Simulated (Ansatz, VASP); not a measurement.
**NaI: VASP beside Ansatz**

```
Na I
1.0
     0.00000    3.54319    3.54319
     3.54319    0.00000    3.54319
     3.54319    3.54319    0.00000
Na I
1 1
Direct
  0.00000 0.00000 0.00000
  0.25000 0.25000 0.25000
```

Alike in both runs: task single point; functional r2SCAN; k mesh 6 × 6 × 6; no spin polarisation.

```csv
,VASP,Ansatz
version,VASP 6.6.1,Ansatz 0.2.0
potentials or method,"VASP PAW PBE potentials, release 64 (Na_pv, I)","plane waves, PAW"
plane-wave cutoff (eV),520,500
occupations,"gaussian, width 0.01 eV",fixed
valence electrons in the cell,14,26
```

|  | VASP | Ansatz | Ansatz less VASP |
| --- | --- | --- | --- |
| gap on the k mesh at the Fermi level (eV) | 4.42 | 4.42 | -0.005 |
| pressure (GPa) | -0.1 | 0.0 | +0.08 |

The two sets of potentials don't hold the same shells in valence.

Caveats: the PAW data sets were made with another functional, which shifts forces and pressure a little (VASP); spin-orbit coupling is left out, which moves the levels of the heavy elements. r2SCAN opens gaps a little over a GGA but as a rule still falls short of measured ones.
